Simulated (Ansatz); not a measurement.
Here is an Ansatz 0.2.0 calculation.

File input.yaml:

```yaml
crystal:
  lattice:
    - [2.9, 0.0, 0.0]
    - [-1.45, 2.511473671, 0.0]
    - [0.0, 0.0, 4.88]
  atoms:
    - { symbol: Au, position: [0.6666666667, 0.3333333333, 0.25] }
    - { symbol: Au, position: [0.3333333333, 0.6666666667, 0.75] }
kpoints:
  mp_grid: { grid: [11, 11, 6] }
  band_path:
    path:
      - [0.0, 0.0, 0.0]
      - [0.5, 0.0, 0.0]
      - [0.3333333333, 0.3333333333, 0.0]
      - [0.0, 0.0, 0.0]
      - [0.0, 0.0, 0.5]
      - [0.5, 0.0, 0.5]
      - [0.3333333333, 0.3333333333, 0.5]
      - [0.0, 0.0, 0.5]
    npoints: 8
scf:
  occupations: { method: fermi_dirac, width: 0.05 }
hamiltonian:
  xc: pbesol
  pseudopotentials: { kind: all_electron, lapw: { basis_error: 0.001 } }
output:
  forces: true
  stress: true
  eigenvalues: true
```

Potentials or basis: all-electron LAPW, scalar-relativistic.

Launch:

```console
$ ansatz run input.yaml --threads 1 --pin off --max-ram 3072MiB --backend cpu --events-out ev --progress --plain --runs-dir out
```

What does it give for the pressure?

-6.5 GPa.

Estimate the band gap along the path.

none (metal or under the smearing width).

Stress tensor (GPa, compression positive):
```
-6.30  0.00  0.00
 0.00 -6.30  0.00
 0.00  0.00 -6.78
```

Caveat: spin-orbit coupling is left out, which moves the levels of the heavy elements.
